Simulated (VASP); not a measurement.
## From an Ansatz input to VASP: SiC (zincblende)

Ansatz input

```yaml
crystal:
  lattice:
    - [0.0, 2.1780523604, 2.1780523604]
    - [2.1780523604, 0.0, 2.1780523604]
    - [2.1780523604, 2.1780523604, 0.0]
  atoms:
    - { symbol: Si, position: [0.0, 0.0, 0.0] }
    - { symbol: C, position: [0.25, 0.25, 0.25] }
kpoints:
  mp_grid: { grid: [8, 8, 8] }
  band_path:
    path:
      - [0.0, 0.0, 0.0]
      - [0.5, 0.0, 0.5]
      - [0.5, 0.25, 0.75]
      - [0.375, 0.375, 0.75]
      - [0.5, 0.5, 0.5]
      - [0.625, 0.25, 0.625]
    npoints: 1
hamiltonian:
  xc: hse06
scf:
  occupations: { method: fixed }
  n_extra_bands: 4
output:
  forces: true
  stress: true
  eigenvalues: true
```

Write VASP inputs for this cell and level of theory.



INCAR, step 1 (PBE orbitals to start from)

```
NELM = 120
LCHARG = .FALSE.
PREC = Accurate
NBANDS = 11
LWAVE = .TRUE.
LREAL = .FALSE.
GGA = PE
ISMEAR = 0
ENCUT = 520
LASPH = .TRUE.
EDIFF = 1E-5
SIGMA = 0.01
```

INCAR, step 2

```
NELM = 120
PRECFOCK = Fast
PREC = Accurate
EDIFF = 1E-7
ISMEAR = 0
GGA = PE
IBRION = -1
ISTART = 1
LCHARG = .FALSE.
LHFCALC = .TRUE.
ISIF = 2
SIGMA = 0.01
NSW = 0
AEXX = 0.25
HFSCREEN = 0.2079
ALGO = Normal
LASPH = .TRUE.
NBANDS = 11
LWAVE = .FALSE.
ENCUT = 520
LREAL = .FALSE.
```

KPOINTS

```
KPOINTS created by Atomic Simulation Environment
0
Gamma
8 8 8
0 0 0
```

KPOINTS_OPT

```
special points
6
Reciprocal
0.0000000000 0.0000000000 0.0000000000 1
0.5000000000 0.0000000000 0.5000000000 1
0.5000000000 0.2500000000 0.7500000000 1
0.3750000000 0.3750000000 0.7500000000 1
0.5000000000 0.5000000000 0.5000000000 1
0.6250000000 0.2500000000 0.6250000000 1
```

POSCAR

```
Si C
 1.0000000000000000
    -0.0000000000000000    2.1780523603502222    2.1780523603502222
     2.1780523603502222   -0.0000000000000000    2.1780523603502222
     2.1780523603502222    2.1780523603502222    0.0000000000000000
 Si  C
   1   1
Cartesian
  0.0000000000000000 -0.0000000000000000 -0.0000000000000000
  1.0890261801751111  1.0890261801751111  1.0890261801751111
```

VASP ran with the recommended PBE PAW datasets (8 valence electrons in the cell). Other inputs would serve too.

```json
{"": "gap between bands v and c", "Ansatz": "2.23 eV", "VASP": "2.23 eV"}
{"": "least direct gap", "Ansatz": "5.72 eV", "VASP": "5.73 eV"}
{"": "pressure", "Ansatz": "-1.1 GPa", "VASP": "-1.5 GPa"}
```

Each program uses its own PAW datasets. VASP's cell holds 8 valence electrons and Ansatz's 8. Ansatz's stress includes a Pulay correction; VASP's doesn't.
